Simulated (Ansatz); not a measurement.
**SrO: the cell at several levels of theory**

An exercise on one series of results from a longer session: the logs are not shown, and one member is left open.

Code: Ansatz 0.2.0. PAW datasets, plane waves, zero pressure. No spin polarisation. The prototype was imposed, so other structures may be more stable.

### The structure to begin with

The symmetry is F-43m (No. 216, cubic); conventional cell a = 5.510 Å, 20.91 Å³ an atom. Near Sr stand 4 O at 2.39 Å; near O stand 4 Sr at 2.39 Å.

Coordinates:

```cif
data_structure
_symmetry_space_group_name_H-M 'F-43m'
_symmetry_Int_Tables_number 216
_cell_length_a 5.5100
_cell_length_b 5.5100
_cell_length_c 5.5100
_cell_angle_alpha 90.000
_cell_angle_beta 90.000
_cell_angle_gamma 90.000
_cell_volume 167.28
loop_
_atom_site_label
_atom_site_type_symbol
_atom_site_symmetry_multiplicity
_atom_site_Wyckoff_symbol
_atom_site_fract_x
_atom_site_fract_y
_atom_site_fract_z
_atom_site_occupancy
Sr1 Sr 4 a 0.00000 0.00000 0.00000 1
O1 O 4 d 0.25000 0.25000 0.75000 1
```

The first run:

File input.yaml:

```yaml
crystal:
  lattice:
    - [0.0, 2.7550000145, 2.7550000145]
    - [2.7550000145, 0.0, 2.7550000145]
    - [2.7550000145, 2.7550000145, 0.0]
  atoms:
    - { symbol: Sr, position: [0.0, 0.0, 0.0] }
    - { symbol: O, position: [0.25, 0.25, 0.25] }
kpoints:
  mp_grid: { grid: [8, 8, 8] }
hamiltonian:
  xc: pbe
scf:
  occupations: { method: fermi_dirac, width: 0.02 }
relax:
  f_tol: 0.005
  cell: {}
```

Started as:

```
$ ansatz run input.yaml --threads 2 --pin off --max-ram 2211MiB --backend cpu --events-out ev --progress --plain --runs-dir out
```

Steps of the session up to this table: Relaxation with PBE; Relaxation with r2SCAN; PBEsol: cell and atoms; Relaxation with LDA; Relaxing with HSE06.

One table of the session follows, with a row left open; its other results are not shown here.

It belongs to the step «The cells side by side». 

```
 level  a (Å)  volume (Å³/atom)
   PBE  5.613            22.103
r2SCAN  5.585            21.771
PBEsol  5.539            21.238
   LDA  5.475            20.517
 HSE06      ?                 ?
```

**Question.** Estimate the row for HSE06.

As computed: a (Å): 5.575; volume (Å³/atom): 21.661. In the column «a (Å)» it lies between PBEsol (5.539) and r2SCAN (5.585).

What this shows: From the start to the first minimum the volume moved by +5.7 %. LDA gives the smallest cell and PBE the largest; they differ by 7.7 % in volume, a mean of 2.5 % in length. The meshes differ: PBE 8×8×8, r2SCAN 8×8×8, PBEsol 8×8×8, LDA 8×8×8, HSE06 6×6×6.
